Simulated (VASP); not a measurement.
# AgI (F-43m) in VASP: a series of runs

One crystal, AgI, is run at these levels: PBE+D3(BJ); tasks: single point, relaxation of cell and atoms.

All numbers are computed with VASP 6.6.1; they aren't measurements. Logs are shortened: lines on timing, memory, paths and dates and some standing lists are left out, and cuts for length are marked.

## (1) The crystal as given

The structure is cubic, space group F-43m (No. 216). Conventional cell: a = 6.496 Å, b = 6.496 Å, c = 6.496 Å, α = 90.00°, β = 90.00°, γ = 90.00°. Ag (site symmetry -43m) is surrounded by 4 I at 2.81 Å. I (site symmetry -43m) is surrounded by 4 Ag at 2.81 Å.

Measurements of this composition are mostly on another form, of space group No. 229.

## (2) Single point, PBE+D3(BJ)

INCAR reads:

```
SYSTEM = AgI
PREC = Accurate ; ENCUT = 520
EDIFF = 1E-6 ; ISMEAR = 0
SIGMA = 0.02 ; LREAL = .FALSE.
LASPH = .TRUE. ; NELM = 100
ALGO = Fast ; ISIF = 2
LWAVE = .FALSE. ; LCHARG = .FALSE.
GGA = PE ; IVDW = 12
NBANDS = 16
```

KPOINTS reads:

```
Automatic mesh
0
G
  8 8 8
  0 0 0
```

POSCAR reads:

```
AgI
1.0
    0.0000000000      3.2481815701      3.2481815701
    3.2481815701      0.0000000000      3.2481815701
    3.2481815701      3.2481815701      0.0000000000
Ag I
1 1
Direct
    0.0000000000      0.0000000000      0.0000000000
    0.7500000000      0.7500000000      0.7500000000
```

Potentials or basis: VASP PAW PBE potentials, release 64 (Ag, I).

Started as:

```
$ cat potpaw_PBE.64/Ag/POTCAR potpaw_PBE.64/I/POTCAR > POTCAR
$ mpirun -np 1 vasp_std > vasp.out
```

OUTCAR:

```text
SYSTEM = AgI
   PREC = Accurate
   ENCUT = 520
   EDIFF = 1E-6
   ISMEAR = 0
   LREAL = .FALSE.
   LASPH = .TRUE.
   NELM = 100
   ISIF = 2
   GGA = PE
   IVDW = 12
 IVDW          = 12

 ion  position               nearest neighbor table
   1  0.000  0.000  0.000-   2 2.81   2 2.81   2 2.81   2 2.81
   2  0.750  0.750  0.750-   1 2.81   1 2.81   1 2.81   1 2.81

  LATTYP: Found a face centered cubic cell.
 ALAT       =     6.4963631402

  Lattice vectors:

 A1 = (   0.0000000000,   3.2481815701,   3.2481815701)
 A2 = (   3.2481815701,   0.0000000000,   3.2481815701)
 A3 = (   3.2481815701,   3.2481815701,   0.0000000000)

Analysis of symmetry for initial positions (statically):
=====================================================================
 Subroutine PRICEL returns:
 Original cell was already a primitive cell.

 Routine SETGRP: Setting up the symmetry group for a
 face centered cubic supercell.

 Subroutine GETGRP returns: Found 24 space group operations
 (whereof 24 operations were pure point group operations)
 out of a pool of 48 trial point group operations.

The static configuration has the point symmetry T_d .

Analysis of symmetry for dynamics (positions and initial velocities):
=====================================================================
 Subroutine PRICEL returns:
 Original cell was already a primitive cell.

 Routine SETGRP: Setting up the symmetry group for a
 face centered cubic supercell.

 Subroutine GETGRP returns: Found 24 space group operations
 (whereof 24 operations were pure point group operations)
 out of a pool of 48 trial point group operations.

The dynamic configuration has the point symmetry T_d .

 Subroutine INISYM returns: Found 24 space group operations
 (whereof 24 operations are pure point group operations),
 and found     1 'primitive' translations

----------------------------------------------------------------------------------------

                                     Primitive cell

  volume of cell :      68.5411

  direct lattice vectors                    reciprocal lattice vectors
     0.000000000  3.248181570  3.248181570    -0.153932282  0.153932282  0.153932282
     3.248181570  0.000000000  3.248181570     0.153932282 -0.153932282  0.153932282
     3.248181570  3.248181570  0.000000000     0.153932282  0.153932282 -0.153932282

  length of vectors
[... 82 lines left out ...]
   EDIFF  = 0.1E-05   stopping-criterion for ELM
   LREAL  =      F    real-space projection
   EDIFFG = 0.1E-04   stopping-criterion for IOM
   NSW    =      0    number of steps for IOM
   IBRION =     -1    ionic relax: 0-MD 1-quasi-New 2-CG
   NFREE  =      0    steps in history (QN), initial steepest desc. (CG)
   ISIF   =      2    stress and relaxation
   ISYM   =      2    0-nonsym 1-usesym 2-fastsym
   POTIM  = 0.5000    time-step for ionic-motion
   TEBEG  =    0.0;   TEEND  =   0.0 temperature during run
   PSTRESS=    0.0 pullay stress
   NELECT =      18.0000    total number of electrons
   NUPDOWN=      -1.0000    fix difference up-down
   EMIN   =  10.00;   EMAX   =-10.00  energy-range for DOS
   EFERMI =   0.00;   METHOD = LEGACY
   ISMEAR =     0;   SIGMA  =   0.02  broadening in eV -4-tet -1-fermi 0-gaus
   EFERMI_NEDOS =   21; number of points for ismear=-14 and -15
   IALGO  =     68    algorithm
   IMIX   =      4    mixing-type and parameters
     AMIX     =   0.40;   BMIX     =  1.00
     AMIX_MAG =   1.60;   BMIX_MAG =  1.00
  volume/ion in A,a.u.               =      34.27       231.27
  Fermi-wavevector in a.u.,A,eV,Ry     =   1.048372  1.981136 14.953941  1.099084
  Thomas-Fermi vector in A             =   2.183291
   LORBIT       =      0    0 simple, 1 ext, 2 COOP (PROOUT), +10 PAW based schemes
   GGA     = PE    functional components
   LHFCALC =     F    Hartree Fock is set to
   AEXX    =    0.0000 exact exchange contribution
   IVDW    =    12    specifies the selected vdW correction
   LEPSILON=     F    determine dielectric tensor
   LRPA    =     F    only Hartree local field effects (RPA)
 non-spin polarized calculation
 RMM-DIIS sequential band-by-band and
 Gauss-broadening in eV      SIGMA  =   0.02
  energy-cutoff  :      520.00
  volume of cell :       68.54
 maximum number of plane-waves:      1868
 NGX is ok and might be reduce to    36
   NGX = 17   NGY = 17   NGZ = 17

 number of electron      17.9999999 magnetization

 Free energy of the ion-electron system (eV)
  ---------------------------------------------------
  ext. energy  EPLUGINS =         0.00000000
  ---------------------------------------------------
  free energy    TOTEN  =        -4.77019593 eV

  energy without entropy =       -4.77019593  energy(sigma->0) =       -4.77019593

 E-fermi :   3.2369     XC(G=0):  -8.4255

 val. band max:        3.1229464605   @ k =   0.0000   0.0000   0.0000
 cond. band min:       4.4653863113   @ k =   0.0000   0.0000   0.0000
 fundamental gap:      1.3424398508
 Fermi energy:         3.2369164932

 k-point     1 :       0.0000    0.0000    0.0000
  band No.  band energies     occupation
      1      -9.6775      2.00000
      2      -1.0912      2.00000
      3      -1.0912      2.00000
      4      -1.0912      2.00000
      5       0.0539      2.00000
      6       0.0539      2.00000
[... 433 lines left out ...]
      3      -0.9064      2.00000
      4      -0.7358      2.00000
      5       0.0188      2.00000
      6       0.0982      2.00000
[... 8 lines left out ...]
     15      13.8042      0.00000
     16      14.4381      0.00000

 [... further k-points ...]

------------------------ aborting loop because EDIFF is reached ----------------------------------------

 Edisp (eV)   -0.64486

 E8    (eV) :    -0.2819

  FORCE on cell =-STRESS in cart. coord.  units (eV):
  Direction    XX          YY          ZZ          XY          YZ          ZX
  --------------------------------------------------------------------------------------
  -------------------------------------------------------------------------------------
  Total       0.00147     0.00147     0.00147    -0.00000    -0.00000     0.00000
  in kB       0.03429     0.03429     0.03429    -0.00000    -0.00000     0.00000
  external pressure =        0.03 kB  Pullay stress =        0.00 kB

 VOLUME and BASIS-vectors are now :
 -----------------------------------------------------------------------------
  energy-cutoff  :      520.00
  volume of cell :       68.54
      direct lattice vectors                 reciprocal lattice vectors
     0.000000000  3.248181570  3.248181570    -0.153932282  0.153932282  0.153932282
     3.248181570  0.000000000  3.248181570     0.153932282 -0.153932282  0.153932282
     3.248181570  3.248181570  0.000000000     0.153932282  0.153932282 -0.153932282

 POSITION                                       TOTAL-FORCE (eV/Angst)
 -----------------------------------------------------------------------------------
      0.00000      0.00000      0.00000        -0.000000     -0.000000     -0.000000
      4.87227      4.87227      4.87227         0.000000      0.000000      0.000000
 -----------------------------------------------------------------------------------
    total drift:                               -0.000000     -0.000000     -0.000000

  FREE ENERGIE OF THE ION-ELECTRON SYSTEM (eV)
  ---------------------------------------------------
  free  energy   TOTEN  =        -5.4150598549 eV

  energy  without entropy=       -5.4150598549  energy(sigma->0) =       -5.41505985
```

Wall time 35 s (1 thread of Intel Xeon Platinum 8488C (Sapphire Rapids), shared host); peak memory 0.22 GiB.

What came out:

```yaml
Free_energy: -5.4151 eV
Pressure: 0.0 GPa
Band_gap_on_the_k_mesh: 1.34 eV, direct
Dispersion_energy_per_atom: -0.322 eV
```

Caveat: spin-orbit coupling is left out, which moves the levels of the heavy elements.

## (3) Relaxation of cell and atoms, PBE+D3(BJ)

This run uses another cell than the first one, of 35.36 Å³/atom, 1.032 times its volume.

INCAR reads:

```
  PREC = Accurate
  ENCUT = 600
  EDIFF = 1E-6
  ISMEAR = 0
  SIGMA = 0.02
  LREAL = F
  LASPH = T
  NELM = 100
  ALGO = Normal
  ISIF = 3
  LWAVE = F
  LCHARG = F
  GGA = PE
  IVDW = 12
  IBRION = 2
  NSW = 70
  EDIFFG = -0.02
```

KPOINTS reads:

```
Automatic mesh
0
Gamma
  8 8 8
```

POSCAR reads:

```
AgI
1.0
    0.0000000000      3.2820960000      3.2820960000
    3.2820960000      0.0000000000      3.2820960000
    3.2820960000      3.2820960000      0.0000000000
Ag I
1 1
Direct
    0.0000000000      0.0000000000      0.0000000000
    0.7500000000      0.7500000000      0.7500000000
```

Potentials or basis: VASP PAW PBE potentials, release 64 (Ag, I).

Started as:

```
$ cat potpaw_PBE.64/Ag/POTCAR potpaw_PBE.64/I/POTCAR > POTCAR
$ mpirun -np 1 vasp_std > vasp.out
```

OUTCAR:

```text
PREC = Accurate
   ENCUT = 600
   EDIFF = 1E-6
   ISMEAR = 0
   LREAL = F
   LASPH = T
   NELM = 100
   ISIF = 3
   GGA = PE
   IVDW = 12
   IBRION = 2
   NSW = 70
   EDIFFG = -0.02
 IVDW          = 12

 ion  position               nearest neighbor table
   1  0.000  0.000  0.000-   2 2.84   2 2.84   2 2.84   2 2.84
   2  0.750  0.750  0.750-   1 2.84   1 2.84   1 2.84   1 2.84

  LATTYP: Found a face centered cubic cell.
 ALAT       =     6.5641920000

  Lattice vectors:

 A1 = (   0.0000000000,   3.2820960000,   3.2820960000)
 A2 = (   3.2820960000,   0.0000000000,   3.2820960000)
 A3 = (   3.2820960000,   3.2820960000,   0.0000000000)

Analysis of symmetry for initial positions (statically):
=====================================================================
 Subroutine PRICEL returns:
 Original cell was already a primitive cell.

 Routine SETGRP: Setting up the symmetry group for a
 face centered cubic supercell.

 Subroutine GETGRP returns: Found 24 space group operations
 (whereof 24 operations were pure point group operations)
 out of a pool of 48 trial point group operations.

The static configuration has the point symmetry T_d .
[... 230 lines left out ...]
      7       3.1045      2.00000
      8       3.1045      2.00000
      9       3.1045      2.00000
     10       4.4472      0.00000
     11       8.8594      0.00000
     12       8.8594      0.00000
     13       8.8594      0.00000
[... 354 lines left out ...]
  band No.  band energies     occupation
      1      -9.3504      2.00000
      2      -0.9920      2.00000
      3      -0.9150      2.00000
      4      -0.7448      2.00000
      5       0.0075      2.00000
      6       0.0866      2.00000
      7       0.2821      2.00000
      8       1.5616      2.00000
      9       2.0149      2.00000
     10       6.9875      0.00000
     11       8.5372      0.00000
     12       9.6184      0.00000
     13      10.6929      0.00000

 [... further k-points ...]

------------------------ aborting loop because EDIFF is reached ----------------------------------------

 Edisp (eV)   -0.64359

 E8    (eV) :    -0.2813

  FORCE on cell =-STRESS in cart. coord.  units (eV):
  Direction    XX          YY          ZZ          XY          YZ          ZX
  --------------------------------------------------------------------------------------
  -------------------------------------------------------------------------------------
  Total      -0.02908    -0.02908    -0.02908     0.00000     0.00000     0.00000
  in kB      -0.67866    -0.67866    -0.67866     0.00000     0.00000     0.00000
  external pressure =       -0.68 kB  Pullay stress =        0.00 kB

 VOLUME and BASIS-vectors are now :
 -----------------------------------------------------------------------------
  energy-cutoff  :      600.00
  volume of cell :       68.66
      direct lattice vectors                 reciprocal lattice vectors
     0.000000000  3.249982137  3.249982137    -0.153846999  0.153846999  0.153846999
     3.249982137  0.000000000  3.249982137     0.153846999 -0.153846999  0.153846999
     3.249982137  3.249982137  0.000000000     0.153846999  0.153846999 -0.153846999

 POSITION                                       TOTAL-FORCE (eV/Angst)
 -----------------------------------------------------------------------------------
      0.00000      0.00000      0.00000         0.000000      0.000000      0.000000
      4.87497      4.87497      4.87497        -0.000000     -0.000000     -0.000000
 -----------------------------------------------------------------------------------
    total drift:                               -0.000000     -0.000000     -0.000000

  FREE ENERGIE OF THE ION-ELECTRON SYSTEM (eV)
  ---------------------------------------------------
  free  energy   TOTEN  =        -5.4151803784 eV

  energy  without entropy=       -5.4151803784  energy(sigma->0) =       -5.41518038

 reached required accuracy - stopping structural energy minimisation
```

Wall time 63 s (1 thread of Intel Xeon Platinum 8488C (Sapphire Rapids), shared host); peak memory 0.26 GiB.

What came out:

- Free energy: -5.4152 eV
- Relaxed volume: 34.33 Å³/atom
- Relaxed cell: a = 4.596 Å, b = 4.596 Å, c = 4.596 Å, α = 60.00°, β = 60.00°, γ = 60.00°
- Space group after relaxing (to 0.05 Å): F-43m (No. 216)
- Energy gained by relaxing: 3.3 meV/atom
- Ionic steps: 2
- Pressure after relaxing: -0.1 GPa
- Band gap on the k mesh: 1.34 eV, direct
- Dispersion energy per atom: -0.322 eV

Step by step:
```
step  energy change (eV)  largest force (eV/Å)  pressure (GPa)  volume (Å³)
   1              0.0000                0.0000           -0.92        70.71
   2             -0.0066                0.0000           -0.07        68.66
```

Final structure:
```xyz
2
Lattice="0.0000 3.2500 3.2500 3.2500 0.0000 3.2500 3.2500 3.2500 0.0000" Properties=species:S:1:pos:R:3 pbc="T T T"
Ag    0.0000    0.0000    0.0000
I     4.8750    4.8750    4.8750
```

Levels at points of the mesh, in eV from the valence-band top:
```
           k point  band 7  band 8  band 9  band 10  band 11  band 12
(0.00, 0.00, 0.00)    0.00    0.00    0.00     1.34     5.75     5.75
(0.50, 0.00, 0.00)   -2.92   -0.72   -0.72     2.76     6.23     6.23
(0.50, 0.50, 0.00)   -2.59   -1.78   -1.78     3.63     3.85     8.49
```

Caveat: spin-orbit coupling is left out, which moves the levels of the heavy elements. PBE gaps usually lie below the measured ones, often by a third to a half.
